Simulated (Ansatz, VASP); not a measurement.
BAs in VASP and in Ansatz

```
CELL_PARAMETERS angstrom
0.00000 2.34526 2.34526
2.34526 0.00000 2.34526
2.34526 2.34526 0.00000
ATOMIC_POSITIONS crystal
B 0.00000 0.00000 0.00000
As 0.25000 0.25000 0.25000
```

Alike in both runs: task single point; functional PBEsol; k mesh 6 × 6 × 6; no spin polarisation.

```csv
,VASP,Ansatz
version,VASP 6.6.1,Ansatz 0.2.0
potentials or method,"VASP PAW PBE potentials, release 64 (B, As)","plane waves, PAW"
plane-wave cutoff (eV),520,450
occupations,"gaussian, width 0.01 eV",fixed
valence electrons in the cell,8,18
```

```tsv
	VASP	Ansatz	Ansatz less VASP
pressure (GPa)	8.8	7.7	-1.10
```

The two sets of potentials don't hold the same shells in valence.

Caveats: the PAW data sets were made with another functional, which shifts forces and pressure a little (VASP). A k mesh can miss the band edges.
